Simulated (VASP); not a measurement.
# SnSe (Pnma) in VASP: a series of runs

The runs below take SnSe through relaxation of shape and atoms at fixed volume, with PBE.

Program: VASP 6.6.1. These are calculated values, not measurements. Logs are shortened: lines on timing, memory, paths and dates and some standing lists are left out, and cuts for length are marked.

### 1 The undisturbed crystal

Symmetry: Pnma, No. 62, orthorhombic system. The conventional cell has a = 11.420 Å, b = 4.190 Å, c = 4.460 Å, α = 90.00°, β = 90.00°, γ = 90.00°. Sn (site symmetry m) has 3 Se at 2.69 to 2.83 Å as nearest neighbours. Se (site symmetry m) is surrounded by 3 Sn at 2.69 to 2.83 Å.

### 2 Relaxation of shape and atoms at fixed volume, PBE (a relaxed cell with its volume scaled by 0.94)

INCAR reads:

```
SYSTEM = SnSe
ALGO = Normal
EDIFF = 1E-7
EDIFFG = -0.01
ENCUT = 300
GGA = PE
IBRION = 2
ISIF = 4
ISMEAR = 0
KPAR = 2
LASPH = .TRUE.
LCHARG = .FALSE.
LREAL = .FALSE.
LWAVE = .FALSE.
NELM = 80
NSW = 40
PREC = Accurate
SIGMA = 0.03
```

KPOINTS reads:

```
k-points
0
G
  2 4 4
  0 0 0
```

POSCAR reads:

```
SnSe                                    
1.0
   11.6712765002      0.0000000000      0.0000000000
    0.0000000000      4.1573790519      0.0000000000
    0.0000000000      0.0000000000      4.3590882448
  Sn              Se            
     4     4
Direct
     0.1243956973928080    0.2500000000000000    0.0993078228963249
     0.3756043026071921    0.7500000000000000    0.5993078228963246
     0.6243956973928081    0.2500000000000000    0.4006921771036751
     0.8756043026071919    0.7500000000000000    0.9006921771036754
     0.3550976478128754    0.2500000000000000    0.0209210976303412
     0.1449023521871246    0.7500000000000000    0.5209210976303408
     0.8550976478128753    0.2500000000000000    0.4790789023696588
     0.6449023521871247    0.7500000000000000    0.9790789023696592
```

Potentials or basis: VASP PAW PBE potentials, release 64 (Sn, Se).

Launch:

```sh
$ cat potpaw_PBE.64/Sn/POTCAR potpaw_PBE.64/Se/POTCAR > POTCAR
$ mpirun -np 2 vasp_std > vasp.out
```

OUTCAR:

```text
SYSTEM = SnSe
   EDIFF = 1E-7
   EDIFFG = -0.01
   ENCUT = 300
   GGA = PE
   IBRION = 2
   ISIF = 4
   ISMEAR = 0
   LASPH = .TRUE.
   LREAL = .FALSE.
   NELM = 80
   NSW = 40
   PREC = Accurate

 ion  position               nearest neighbor table
   1  0.124  0.250  0.099-   5 2.71   6 2.78   6 2.78   4 3.67   4 3.67
   2  0.376  0.750  0.599-   6 2.71   5 2.78   5 2.78   3 3.67   3 3.67
   3  0.624  0.250  0.401-   7 2.71   8 2.78   8 2.78   2 3.67   2 3.67
   4  0.876  0.750  0.901-   8 2.71   7 2.78   7 2.78   1 3.67   1 3.67
   5  0.355  0.250  0.021-   1 2.71   2 2.78   2 2.78
   6  0.145  0.750  0.521-   2 2.71   1 2.78   1 2.78
   7  0.855  0.250  0.479-   3 2.71   4 2.78   4 2.78
   8  0.645  0.750  0.979-   4 2.71   3 2.78   3 2.78

  LATTYP: Found a simple orthorhombic cell.
 ALAT       =     4.1573790519
 B/A-ratio  =     1.0485183550
 C/A-ratio  =     2.8073640518

  Lattice vectors:

 A1 = (   0.0000000000,   4.1573790519,   0.0000000000)
 A2 = (   0.0000000000,   0.0000000000,   4.3590882448)
 A3 = (  11.6712765002,   0.0000000000,   0.0000000000)

Analysis of symmetry for initial positions (statically):
=====================================================================
 Subroutine PRICEL returns:
 Original cell was already a primitive cell.

 Routine SETGRP: Setting up the symmetry group for a
 simple orthorhombic supercell.

 Subroutine GETGRP returns: Found  8 space group operations
 (whereof  2 operations were pure point group operations)
 out of a pool of  8 trial point group operations.

The static configuration has the point symmetry S_2 .
 The point group associated with its full space group is D_2h.

Analysis of symmetry for dynamics (positions and initial velocities):
=====================================================================
 Subroutine PRICEL returns:
 Original cell was already a primitive cell.

 Routine SETGRP: Setting up the symmetry group for a
 simple orthorhombic supercell.

 Subroutine GETGRP returns: Found  8 space group operations
 (whereof  2 operations were pure point group operations)
 out of a pool of  8 trial point group operations.

The dynamic configuration has the point symmetry S_2 .
 The point group associated with its full space group is D_2h.

 Subroutine INISYM returns: Found  8 space group operations
 (whereof  2 operations are pure point group operations),
 and found     1 'primitive' translations

----------------------------------------------------------------------------------------

                                     Primitive cell

  volume of cell :     211.5113

  direct lattice vectors                    reciprocal lattice vectors
    11.671276500  0.000000000  0.000000000     0.085680431  0.000000000  0.000000000
     0.000000000  4.157379052  0.000000000     0.000000000  0.240536162  0.000000000
     0.000000000  0.000000000  4.359088245     0.000000000  0.000000000  0.229405771

  length of vectors
    11.671276500  4.157379052  4.359088245     0.085680431  0.240536162  0.229405771

  position of ions in fractional coordinates (direct lattice)
     0.124395697  0.250000000  0.099307823
     0.375604303  0.750000000  0.599307823
     0.624395697  0.250000000  0.400692177
     0.875604303  0.750000000  0.900692177
     0.355097648  0.250000000  0.020921098
     0.144902352  0.750000000  0.520921098
     0.855097648  0.250000000  0.479078902
     0.644902352  0.750000000  0.979078902

  ion indices of the primitive-cell ions
   primitive index   ion index
                 1           1
                 2           2
                 3           3
                 4           4
                 5           5
                 6           6
                 7           7
                 8           8

----------------------------------------------------------------------------------------

 KPOINTS: k-points

Automatic generation of k-mesh.
 Grid dimensions read from file:
 generate k-points for:    2    4    4

 Generating k-lattice:

  Cartesian coordinates                     Fractional coordinates (reciprocal lattice)
     0.042840215  0.000000000  0.000000000     0.500000000  0.000000000  0.000000000
     0.000000000  0.060134040  0.000000000     0.000000000  0.250000000  0.000000000
     0.000000000  0.000000000  0.057351443     0.000000000  0.000000000  0.250000000

  Length of vectors
     0.042840215  0.060134040  0.057351443

  Shift w.r.t. Gamma in fractional coordinates (k-lattice)
     0.000000000  0.000000000  0.000000000

 Subroutine IBZKPT returns following result:
 ===========================================

 Found     18 irreducible k-points:

 Following reciprocal coordinates:
            Coordinates               Weight
  0.000000  0.000000  0.000000      1.000000
  0.500000  0.000000  0.000000      1.000000
  0.000000  0.250000  0.000000      2.000000
  0.500000  0.250000  0.000000      2.000000
  0.000000  0.500000  0.000000      1.000000
  0.500000  0.500000  0.000000      1.000000
[... 10 lines left out ...]
  0.000000  0.500000  0.500000      1.000000
  0.500000  0.500000  0.500000      1.000000
   k-points           NKPTS =     18   k-points in BZ     NKDIM =     18   number of bands    NBANDS=     25
   number of dos      NEDOS =    301   number of ions     NIONS =      8
   total plane-waves  NPLWV =  47040
   dimension x,y,z NGX =    70 NGY =   24 NGZ =   28
   dimension x,y,z NGXF=   140 NGYF=   48 NGZF=   56
   ions per type =               4   4
   NGX,Y,Z   is equivalent  to a cutoff of   9.97,  9.60, 10.68 a.u.
   NGXF,Y,Z  is equivalent  to a cutoff of  19.94, 19.19, 21.36 a.u.
 SYSTEM =  SnSe
   PREC   = accura    normal or accurate (medium, high low for compatibility)
   ISTART =      0    job   : 0-new  1-cont  2-samecut
   ICHARG =      2    charge: 1-file 2-atom 10-const
   ISPIN  =      1    spin polarized calculation?
   LNONCOLLINEAR =      F non collinear calculations
   LSORBIT =      F    spin-orbit coupling
   LASPH  =      T    aspherical Exc in radial PAW
   ENCUT  =  300.0 eV  22.05 Ry    4.70 a.u.  16.48  5.87  6.16*2*pi/ulx,y,z
   NELM   =     80;   NELMIN=  2; NELMDL= -5     # of ELM steps
   EDIFF  = 0.1E-06   stopping-criterion for ELM
   LREAL  =      F    real-space projection
   EDIFFG = -.1E-01   stopping-criterion for IOM
   NSW    =     40    number of steps for IOM
   IBRION =      2    ionic relax: 0-MD 1-quasi-New 2-CG
   NFREE  =      1    steps in history (QN), initial steepest desc. (CG)
   ISIF   =      4    stress and relaxation
   ISYM   =      2    0-nonsym 1-usesym 2-fastsym
   POTIM  = 0.5000    time-step for ionic-motion
   TEBEG  =    0.0;   TEEND  =   0.0 temperature during run
   PSTRESS=    0.0 pullay stress
   NELECT =      40.0000    total number of electrons
   NUPDOWN=      -1.0000    fix difference up-down
   EMIN   =  10.00;   EMAX   =-10.00  energy-range for DOS
   EFERMI =   0.00;   METHOD = LEGACY
   ISMEAR =     0;   SIGMA  =   0.03  broadening in eV -4-tet -1-fermi 0-gaus
   EFERMI_NEDOS =   21; number of points for ismear=-14 and -15
   IALGO  =     38    algorithm
   IMIX   =      4    mixing-type and parameters
     AMIX     =   0.40;   BMIX     =  1.00
     AMIX_MAG =   1.60;   BMIX_MAG =  1.00
  volume/ion in A,a.u.               =      26.44       178.42
  Fermi-wavevector in a.u.,A,eV,Ry     =   0.939688  1.775753 12.014125  0.883013
  Thomas-Fermi vector in A             =   2.067025
   LORBIT       =      0    0 simple, 1 ext, 2 COOP (PROOUT), +10 PAW based schemes
   GGA     = PE    functional components
   LHFCALC =     F    Hartree Fock is set to
   AEXX    =    0.0000 exact exchange contribution
   IVDW    =     0    specifies the selected vdW correction
   LEPSILON=     F    determine dielectric tensor
   LRPA    =     F    only Hartree local field effects (RPA)
 conjugate gradient relaxation of ions
 non-spin polarized calculation
 Gauss-broadening in eV      SIGMA  =   0.03
  energy-cutoff  :      300.00
  volume of cell :      211.51
 maximum number of plane-waves:      2523
 NGX is ok and might be reduce to    70
   NGX = 33   NGY = 11   NGZ = 13

--------------------------------------- Ionic step        1  -------------------------------------------

 number of electron      39.9999999 magnetization

 Free energy of the ion-electron system (eV)
  ---------------------------------------------------
  ext. energy  EPLUGINS =         0.00000000
  ---------------------------------------------------
  free energy    TOTEN  =       -32.79586150 eV

  energy without entropy =      -32.79586150  energy(sigma->0) =      -32.79586150

------------------------ aborting loop because EDIFF is reached ----------------------------------------

  FORCE on cell =-STRESS in cart. coord.  units (eV):
  Direction    XX          YY          ZZ          XY          YZ          ZX
  --------------------------------------------------------------------------------------
  -------------------------------------------------------------------------------------
  Total        4.5552026      4.5420113      4.2895939      0.0000000     -0.0000000      0.0000000
  in kB       34.5052073     34.4052844     32.4932476      0.0000000     -0.0000000      0.0000000
  external PRESSURE =      33.8012464 kB  Pullay stress =       0.0000000 kB
[... 107 lines left out ...]
  FREE ENERGIE OF THE ION-ELECTRON SYSTEM (eV)
  ---------------------------------------------------
  free  energy   TOTEN  =       -32.8524753686 eV

  energy  without entropy=      -32.8524753686  energy(sigma->0) =      -32.85247537

[... ionic steps 4 to 10 ...]

--------------------------------------- Ionic step       11  -------------------------------------------

 number of electron      39.9999983 magnetization

------------------------ aborting loop because EDIFF is reached ----------------------------------------

  FORCE on cell =-STRESS in cart. coord.  units (eV):
  Direction    XX          YY          ZZ          XY          YZ          ZX
  --------------------------------------------------------------------------------------
  -------------------------------------------------------------------------------------
  Total        2.3750797      2.4720866      2.5019542      0.0000000      0.0000000      0.0000000
  in kB       17.9909929     18.7258107     18.9520544      0.0000000      0.0000000      0.0000000
  external PRESSURE =      18.5562860 kB  Pullay stress =       0.0000000 kB
[... 69 lines left out ...]
  energy  without entropy=      -32.8597288323  energy(sigma->0) =      -32.85972883

--------------------------------------- Ionic step       13  -------------------------------------------

 number of electron      39.9999983 magnetization

 Free energy of the ion-electron system (eV)
  ---------------------------------------------------
  ext. energy  EPLUGINS =         0.00000000
  ---------------------------------------------------
  free energy    TOTEN  =       -32.85987310 eV

  energy without entropy =      -32.85987310  energy(sigma->0) =      -32.85987310

 E-fermi :   4.0742     XC(G=0):  -9.6802

 val. band max:        3.9199803072   @ k =   0.5000   0.0000   0.5000
 cond. band min:       4.6775361488   @ k =   0.0000   0.0000   0.0000
 fundamental gap:      0.7575558417
 Fermi energy:         4.0742390169

 k-point     1 :       0.0000    0.0000    0.0000
  band No.  band energies     occupation
      1      -9.6340      2.00000
      2      -9.2975      2.00000
      3      -8.6393      2.00000
      4      -8.1734      2.00000
      5      -2.9171      2.00000
      6      -1.8200      2.00000
[... 528 lines left out ...]
  FREE ENERGIE OF THE ION-ELECTRON SYSTEM (eV)
  ---------------------------------------------------
  free  energy   TOTEN  =       -32.8598730955 eV

  energy  without entropy=      -32.8598730955  energy(sigma->0) =      -32.85987310

 reached required accuracy - stopping structural energy minimisation
```

Run time: 95 s. Hardware: 2 MPI ranks of Intel Xeon 6975P-C (Granite Rapids), shared host; peak memory 0.21 GiB.

What came out:

- Free energy: -32.8599 eV
- Energy gained by relaxing: 8.0 meV/atom
- Ionic steps: 13
- Pressure after relaxing: 1.8 GPa
- Largest force after relaxing: 0.010 eV/Å
- Band gap on the k mesh: 0.76 eV, indirect (least direct gap 1.12 eV)

Forces on the atoms (eV/Å):
```
Sn   0.008  0.000 -0.006
Sn  -0.008  0.000 -0.006
Sn   0.008  0.000  0.006
Sn  -0.008  0.000  0.006
Se  -0.001  0.000 -0.008
Se   0.001  0.000 -0.008
Se  -0.001  0.000  0.008
Se   0.001  0.000  0.008
```

The path:
```csv
step,energy change (eV),largest force (eV/Å),pressure (GPa)
1,0.0000,0.3956,3.38
2,-0.0367,0.2386,2.80
3,-0.0566,0.0773,1.93
4,-0.0626,0.0360,1.76
5,-0.0627,0.0330,1.78
6,-0.0633,0.0207,1.83
7,-0.0636,0.0120,1.87
8,-0.0636,0.0151,1.88
9,-0.0637,0.0136,1.87
10,-0.0637,0.0139,1.86
11,-0.0637,0.0130,1.86
12,-0.0639,0.0110,1.84
13,-0.0640,0.0099,1.81
```

Final structure:
```yaml
crystal:
  lattice:
    - [11.61626, 0.00000, 0.00000]
    - [0.00000, 4.20133, 0.00000]
    - [0.00000, 0.00000, 4.33391]
  atoms:
    - { symbol: Sn, position: [0.12002, 0.25000, 0.09068] }
    - { symbol: Sn, position: [0.37998, 0.75000, 0.59068] }
    - { symbol: Sn, position: [0.62002, 0.25000, 0.40932] }
    - { symbol: Sn, position: [0.87998, 0.75000, 0.90932] }
    - { symbol: Se, position: [0.35709, 0.25000, 0.02494] }
    - { symbol: Se, position: [0.14291, 0.75000, 0.52494] }
    - { symbol: Se, position: [0.85709, 0.25000, 0.47506] }
    - { symbol: Se, position: [0.64291, 0.75000, 0.97506] }
```

Levels at points of the mesh, in eV from the valence-band top:
```csv
k point,band 17,band 18,band 19,band 20,band 21,band 22,band 23,band 24
"(0.00, 0.00, 0.00)",-1.46,-1.19,-0.41,-0.36,0.76,3.33,3.43,3.45
"(0.50, 0.00, 0.00)",-1.74,-1.74,-0.33,-0.33,2.75,2.75,3.08,3.08
"(0.00, 0.50, 0.00)",-0.70,-0.70,-0.27,-0.27,1.23,1.23,1.66,1.66
"(0.50, 0.50, 0.00)",-0.54,-0.54,-0.54,-0.54,1.68,1.68,1.68,1.68
"(0.00, 0.00, 0.50)",-0.49,-0.49,-0.05,-0.05,1.44,1.44,1.68,1.68
"(0.50, 0.00, 0.50)",-0.21,-0.21,0.00,0.00,1.38,1.38,1.73,1.77
"(0.00, 0.50, 0.50)",-2.09,-2.09,-1.30,-1.30,2.85,2.85,3.29,3.29
"(0.50, 0.50, 0.50)",-1.40,-1.40,-1.40,-1.40,2.68,2.68,2.68,2.68
```

Caveat: spin-orbit coupling is left out, which moves the levels of the heavy elements; this functional lacks dispersion, which binds the layers, so the pressure and a relaxed spacing across them are unreliable. A k mesh can miss the band edges.

(Part 1 of 2 ends here.)
